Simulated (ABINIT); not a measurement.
# MoS2 in ABINIT: band structure with PBEsol

Aim: the band structure of MoS2 with PBEsol.

Everything below comes from runs of ABINIT 10.8.3 (patched build). Logs are shortened: lines on timing, memory, paths and dates and some standing lists are left out, and cuts for length are marked. The log counts tension as positive stress, the text compression.

**1. The slab as given**

The cell holds a slab with vacuum, 3 atoms: a = 3.184 Å, b = 3.184 Å, c = 17.335 Å, α = 90.00°, β = 90.00°, γ = 120.00°.

**2. Band structure, PBEsol**

Contents of run.abi:

```
# Datasets: ground state, then fixed potential
ndtset 2

# Pseudopotentials
pp_dirpath "./"
pseudos "Mo.GGA_PBE-JTH.xml, S.GGA_PBE-JTH.xml"

# Structure
acell 3*1.0
rprim
     6.0171262416     0.0000000000     0.0000000000
    -3.0085631208     5.2109841830     0.0000000000
     0.0000000000     0.0000000000    32.7576463855
ntypat 2
znucl 42 16
natom 3
typat 1 2 2
xcart
     0.0000000000     0.0000000000     0.0000000000
    -0.0000000002     1.8383560508    15.7832749434
    -0.0000000002     1.8383560508     1.5513250066 Angstrom

# Plane-wave basis
ecut 544.227725 eV
pawecutdg 40.0
pawxcdev 0

# Exchange and correlation
ixc -116133

# Bands and occupations
occopt 3
tsmear 0.05 eV

# SCF cycle
nstep 100

# Output
iomode 3
prtwf 0
prteig 0
prtebands 0
enunit 1
prtden1 1

# Dataset 1
kptopt1 1
ngkpt1 10 10 2
nshiftk1 1
shiftk1 0.0 0.0 0.0
nband1 17
tolvrs1 1.0e-9

# Dataset 2: bands along G-M-K-G-A-L-H-A
iscf2 -2
getden2 1
nband2 23
nbdbuf2 4
tolwfr2 1.0e-11
kptopt2 -7
ndivsm2 8
prteig2 1
kptbounds2
     0.0000000000     0.0000000000     0.0000000000
     0.5000000000     0.0000000000     0.0000000000
     0.3333333333     0.3333333333     0.0000000000
     0.0000000000     0.0000000000     0.0000000000
     0.0000000000     0.0000000000     0.5000000000
     0.5000000000     0.0000000000     0.5000000000
     0.3333333333     0.3333333333     0.5000000000
     0.0000000000     0.0000000000     0.5000000000
```

Potentials or basis: JTH PAW PBE v2.0.

The run is started by

```
$ abinit run.abi > log 2>&1
```

run.abo:

```text
.Version 10.8.3 of ABINIT
 DATASET    1 : space group P-6 m 2 (#187); Bravais hP (primitive hexag.)
================================================================================
 Values of the parameters that define the memory need for DATASET  1.
     intxc =       0    ionmov =       0      iscf =      17    lmnmax =      18
     lnmax =       6     mgfft =     135  mpssoang =       3    mqgrid =    9327
     natom =       3  nloc_mem =       2    nspden =       1   nspinor =       1
    nsppol =       1      nsym =      12    n1xccc =       1    ntypat =       2
    occopt =       3   xclevel =       2
       mpw =        4436          nfft =       98415          nkpt =          28
 PAW method is used; the additional fine FFT grid is defined by:
   mgfftf=       192    nfftf =    248832
================================================================================
================================================================================

 DATASET    2 : space group P-6 m 2 (#187); Bravais hP (primitive hexag.)
================================================================================
 Values of the parameters that define the memory need for DATASET  2.
     intxc =       0    ionmov =       0      iscf =      -2    lmnmax =      18
     lnmax =       6     mgfft =     135  mpssoang =       3    mqgrid =    9327
     natom =       3  nloc_mem =       2    nspden =       1   nspinor =       1
    nsppol =       1      nsym =      12    n1xccc =       1    ntypat =       2
    occopt =       3   xclevel =       2
       mpw =        4452          nfft =       98415          nkpt =         283
 PAW method is used; the additional fine FFT grid is defined by:
   mgfftf=       192    nfftf =    248832
================================================================================
================================================================================

--------------------------------------------------------------------------------
------------- Echo of variables that govern the present computation ------------
--------------------------------------------------------------------------------
 -outvars: echo values of preprocessed input variables --------
            acell      1.0000000000E+00  1.0000000000E+00  1.0000000000E+00 Bohr
              amu      9.59400000E+01  3.20660000E+01
             ecut      2.00000000E+01 Hartree
           enunit           1
           getden1          0
           getden2          1
             iscf1         17
             iscf2         -2
                       outvar_i_n : Printing only first  50 k-points.
              ixc     -116133
           jdtset        1    2
                       outvar_i_n : Printing only first  50 k-points.
           kptopt1          1
           kptopt2         -7
         kptrlatt       10    0    0      0   10    0      0    0    2
          kptrlen1     6.01712624E+01
          kptrlen2     3.00000000E+01
            natom           3
            nband1         17
            nband2         23
           nbdbuf1          0
           nbdbuf2          4
           ndtset           2
           ndivsm1          0
           ndivsm2          8
            ngfft          27      27     135
          ngfftdg          36      36     192
             nkpt1         28
             nkpt2        283
            nstep         100
             nsym          12
           ntypat           2
           occopt           3
        pawecutdg      4.00000000E+01 Hartree
         pawxcdev           0
        prtebands           0
           prteig1          0
           prteig2          1
            prtwf           0
            rprim      6.0171262416E+00  0.0000000000E+00  0.0000000000E+00
                      -3.0085631208E+00  5.2109841830E+00  0.0000000000E+00
                       0.0000000000E+00  0.0000000000E+00  3.2757646386E+01
           shiftk1     0.00000000E+00  0.00000000E+00  0.00000000E+00
           shiftk2     5.00000000E-01  5.00000000E-01  5.00000000E-01
          spgroup         187
[... 286 lines left out ...]
 -2.5186E-01 -1.4219E-01 -1.4219E-01 -1.0785E-01 -1.0059E-01 -1.0059E-01
 -4.2853E-02  5.7632E-02  5.7632E-02  6.8192E-02  6.8192E-02  1.5466E-01
  1.6885E-01  1.7985E-01  2.0564E-01  2.5999E-01  2.8280E-01
 Non-SCF case, kpt    2 (  0.01000  0.00000  0.00000), residuals and eigenvalues=
  5.62E-12  4.41E-12  6.50E-12  3.04E-12  4.90E-12  4.12E-12  6.33E-12  5.38E-12
  3.82E-12  4.71E-12  9.55E-12  2.41E-12  3.76E-12  7.45E-12  3.70E-12  6.76E-12
[... 2239 lines left out ...]
  4.63E-12  1.40E-12  6.37E-12  7.60E-12  8.52E-12  5.10E-12  2.32E-12  8.80E-12
  5.31E-12  9.06E-12  6.75E-12  5.17E-12  9.01E-12  8.06E-10  6.18E-06
 -2.2778E+00 -1.3285E+00 -1.3207E+00 -1.3207E+00 -5.6281E-01 -5.1280E-01
 -2.5179E-01 -1.4232E-01 -1.4213E-01 -1.0867E-01 -1.0068E-01 -9.9837E-02
 -4.2876E-02  5.7535E-02  5.7736E-02  6.8015E-02  6.8125E-02  1.5953E-01
  1.6004E-01  1.8547E-01  2.0630E-01  2.5364E-01  2.8306E-01
 Non-SCF case, kpt  283 (  0.00000  0.00000  0.50000), residuals and eigenvalues=
  8.14E-12  3.63E-12  4.16E-12  3.94E-12  8.82E-12  2.29E-12  1.49E-12  3.75E-12
  4.89E-12  7.49E-12  7.01E-12  3.16E-12  3.40E-12  2.99E-12  8.78E-12  5.69E-12
  5.95E-12  6.24E-12  9.87E-12  2.40E-12  4.54E-12  2.08E-09  6.04E-07
 -2.2778E+00 -1.3285E+00 -1.3207E+00 -1.3207E+00 -5.6287E-01 -5.1282E-01
 -2.5186E-01 -1.4219E-01 -1.4219E-01 -1.0785E-01 -1.0059E-01 -1.0059E-01
 -4.2851E-02  5.7632E-02  5.7632E-02  6.8192E-02  6.8192E-02  1.5945E-01
  1.5990E-01  1.8525E-01  2.0623E-01  2.5357E-01  2.8278E-01

--- !ResultsGS
iteration_state: {dtset: 2, }
comment   : Summary of ground state results
lattice_vectors:
- [  6.0171262,   0.0000000,   0.0000000, ]
- [ -3.0085631,   5.2109842,   0.0000000, ]
- [  0.0000000,   0.0000000,  32.7576464, ]
lattice_lengths: [   6.01713,    6.01713,   32.75765, ]
lattice_angles: [ 90.000,  90.000, 120.000, ] # degrees, (23, 13, 12)
lattice_volume:   1.0271209E+03
convergence: {deltae:  0.000E+00, res2:  0.000E+00, residm:  9.998E-12, diffor:  0.000E+00, }
etotal    :  -8.95542447E+01
entropy   :   0.00000000E+00
fermie    :  -1.18051271E-02
cartesian_stress_tensor: null
pressure_GPa: null
xred      :
- [  0.0000E+00,   0.0000E+00,   0.0000E+00, Mo]
- [  3.3333E-01,   6.6667E-01,   9.1051E-01,  S]
- [  3.3333E-01,   6.6667E-01,   8.9493E-02,  S]
cartesian_forces: null
force_length_stats: {min: null, max: null, mean: null, }
...

 Integrated electronic density in atomic spheres:
 ------------------------------------------------
 Atom  Sphere_radius  Integrated_density
    1        2.20740         11.25635914
    2        1.90380          3.57335907
    3        1.90380          3.57335907

================================================================================

 ----iterations are completed or convergence reached----

 Mean square residual over all n,k,spin=   57.370E-13; max=  99.984E-13
 reduced coordinates (array xred) for    3 atoms
       0.000000000000      0.000000000000      0.000000000000
       0.333333333333      0.666666666667      0.910507020280
       0.333333333333      0.666666666667      0.089492979720

 cartesian coordinates (angstrom) at end:
    1      0.00000000000000     0.00000000000000     0.00000000000000
    2      0.00000000000000     1.83835604943256    15.78327493753282
    3      0.00000000000000     1.83835604943256     1.55132500073282
 length scales=  1.000000000000  1.000000000000  1.000000000000 bohr
              =  0.529177210544  0.529177210544  0.529177210544 angstroms
 Eigenvalues (   eV  ) for nkpt= 283  k points:
 kpt#   1, nband= 23, wtk=  1.00000, kpt=  0.0000  0.0000  0.0000 (reduced coord)
 -61.98307  -36.14905  -35.93875  -35.93875  -15.31638  -13.95463   -6.85334   -3.86913
  -3.86913   -2.93463   -2.73710   -2.73710   -1.16609    1.56824    1.56824    1.85559
   1.85559    4.20863    4.59471    4.89390    5.59571    7.07475    7.69532
 kpt#   2, nband= 23, wtk=  1.00000, kpt=  0.0100  0.0000  0.0000 (reduced coord)
 -61.98303  -36.14898  -35.93913  -35.93883  -15.31486  -13.95403   -6.85161   -3.87266
  -3.86754   -2.95722   -2.73963   -2.71657   -1.16677    1.56556    1.57108    1.85073
   1.85376    4.21176    4.59666    4.90025    5.59832    7.07653    7.70374
 kpt#   3, nband= 23, wtk=  1.00000, kpt=  0.0200  0.0000  0.0000 (reduced coord)
 -61.98292  -36.14875  -35.94027  -35.93909  -15.31033  -13.95221   -6.84642   -3.88323
  -3.86279   -3.00901   -2.74719   -2.67095   -1.16884    1.55767    1.57960    1.83632
   1.84828    4.22102    4.60252    4.91925    5.60619    7.08188    7.72533
 kpt#   4, nband= 23, wtk=  1.00000, kpt=  0.0300  0.0000  0.0000 (reduced coord)
 -61.98274  -36.14838  -35.94218  -35.93952  -15.30278  -13.94918   -6.83778   -3.90069
  -3.85489   -3.07273   -2.75968   -2.61762   -1.17236    1.54494    1.59364    1.81287
   1.83922    4.23605    4.61227    4.95068    5.61943    7.09078    7.76654
 kpt#   5, nband= 23, wtk=  1.00000, kpt=  0.0400  0.0000  0.0000 (reduced coord)
[... 1101 lines left out ...]
  -3.85503   -3.07173   -2.75975   -2.61816   -1.17226    1.54502    1.59355    1.81331
   1.83930    4.35657    4.38526    5.09525    5.62876    6.91764    7.76109
 kpt# 281, nband= 23, wtk=  1.00000, kpt=  0.0115  0.0115  0.5000 (reduced coord)
 -61.98292  -36.14876  -35.94026  -35.93909  -15.31038  -13.95223   -6.84647   -3.88309
  -3.86284   -3.00844   -2.74713   -2.67137   -1.16876    1.55775    1.57953    1.83652
   1.84834    4.34681    4.36661    5.06495    5.61936    6.90782    7.72479
 kpt# 282, nband= 23, wtk=  1.00000, kpt=  0.0057  0.0057  0.5000 (reduced coord)
 -61.98303  -36.14898  -35.93913  -35.93883  -15.31488  -13.95403   -6.85161   -3.87262
  -3.86754   -2.95702   -2.73959   -2.71671   -1.16670    1.56560    1.57107    1.85078
   1.85378    4.34094    4.35504    5.04684    5.61372    6.90192    7.70243
 kpt# 283, nband= 23, wtk=  1.00000, kpt=  0.0000  0.0000  0.5000 (reduced coord)
 -61.98307  -36.14905  -35.93875  -35.93875  -15.31637  -13.95463   -6.85333   -3.86911
  -3.86911   -2.93461   -2.73708   -2.73708   -1.16602    1.56824    1.56824    1.85560
   1.85560    4.33899    4.35112    5.04083    5.61184    6.89995    7.69496

== END DATASET(S) ==============================================================
================================================================================

 -outvars: echo values of variables after computation  --------
            acell      1.0000000000E+00  1.0000000000E+00  1.0000000000E+00 Bohr
           etotal1    -8.9554244666E+01
            fcart1    -0.0000000000E+00 -2.1530203705E-30 -0.0000000000E+00
                      -5.5937110072E-30 -1.1841612038E-29  2.3577605261E-03
                       5.5937110072E-30  1.3994632408E-29 -2.3577605261E-03
            rprim      6.0171262416E+00  0.0000000000E+00  0.0000000000E+00
                      -3.0085631208E+00  5.2109841830E+00  0.0000000000E+00
                       0.0000000000E+00  0.0000000000E+00  3.2757646386E+01
           strten1     4.7173833708E-05  4.7173833709E-05  1.4243963751E-05
                       0.0000000000E+00  0.0000000000E+00  0.0000000000E+00
           xangst      0.0000000000E+00  0.0000000000E+00  0.0000000000E+00
                       1.7608372118E-16  1.8383560494E+00  1.5783274938E+01
                       1.7608372118E-16  1.8383560494E+00  1.5513250007E+00
             xred      0.0000000000E+00  0.0000000000E+00  0.0000000000E+00
                       3.3333333333E-01  6.6666666667E-01  9.1050702028E-01
                       3.3333333333E-01  6.6666666667E-01  8.9492979720E-02
 Calculation completed.
```

Wall time 10 min (1 thread of Arm Neoverse V2, shared host); peak memory 0.64 GiB.

What came out:

* Free energy: -2436.8951 eV
* Largest force: 0.121 eV/Å
* Band gap on the k mesh: 1.74 eV, indirect (least direct gap 1.93 eV)
* Band gap along the path: 1.59 eV, indirect (least direct gap 1.66 eV)
* Valence electrons inside the program's atomic spheres: Mo 11.26; S 3.57

Forces on the atoms (eV/Å):
```
Mo   0.000  0.000  0.000
S    0.000  0.000  0.121
S    0.000  0.000 -0.121
```

Levels at the corners of the path, in eV from the valence-band top:
```
point  band 11  band 12  band 13  band 14  band 15  band 16
    Γ    -1.57    -1.57     0.00     2.73     2.73     3.02
    M    -1.86    -1.03    -0.68     2.20     2.72     3.84
    K    -2.91    -2.14    -0.07     1.59     3.05     3.55
    Γ    -1.57    -1.57     0.00     2.73     2.73     3.02
    A    -1.57    -1.57     0.00     2.73     2.73     3.02
    L    -1.86    -1.03    -0.68     2.20     2.72     3.84
    H    -2.91    -2.14    -0.07     1.59     3.05     3.55
    A    -1.57    -1.57     0.00     2.73     2.73     3.02
```

Caveat: the PAW data sets were made with another functional, which shifts forces and pressure a little. PBEsol gaps usually lie below the measured ones, often by a third to a half.
